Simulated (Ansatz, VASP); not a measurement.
## CuI in VASP and in Ansatz

```xyz
4
Lattice="4.0067 0.0000 0.0000 0.0000 4.0067 0.0000 0.0000 0.0000 6.4177" Properties=species:S:1:pos:R:3 pbc="T T T"
I     0.0000    2.0033    4.7686
I     2.0033    0.0000    1.6491
Cu    0.0000    0.0000    0.0000
Cu    2.0033    2.0033    0.0000
```

Change from the starting cell: volume scaled by 0.94.

Alike in both runs: task single point; functional PBE; k mesh 7 × 7 × 4; occupations fermi-dirac, width 0.05 eV; no spin polarisation.

```csv
,VASP,Ansatz
version,VASP 6.6.1,Ansatz 0.2.0
potentials or method,"VASP PAW PBE potentials, release 64 (I, Cu)",Ansatz PAW
plane-wave cutoff (eV),520,420
valence electrons in the cell,36,72
```

|  | VASP | Ansatz | Ansatz less VASP |
| --- | --- | --- | --- |
| gap on the k mesh at the Fermi level (eV) | 1.74 | 1.72 | -0.013 |
| least direct gap on the mesh (eV) | 1.74 | 1.72 | -0.013 |
| pressure (GPa) | 4.8 | 4.7 | -0.15 |
| largest component of the traceless stress (GPa) | 0.31 | 0.33 | +0.018 |
| rms of the force components (eV/Å) | 0.310 | 0.306 | -0.0044 |

Atom by atom the forces differ by 0.004 eV/Å (rms over components). The functional is the same, so the differences come from potentials, cutoffs and numerics. The two sets of potentials don't hold the same shells in valence.

Caveats: spin-orbit coupling is left out, which moves the levels of the heavy elements; this functional lacks dispersion, which binds the layers, so the pressure and a relaxed spacing across them are unreliable; odd divisions of the mesh miss points on the zone boundary, where band edges often lie, so the gap on the mesh can be too wide (Ansatz).
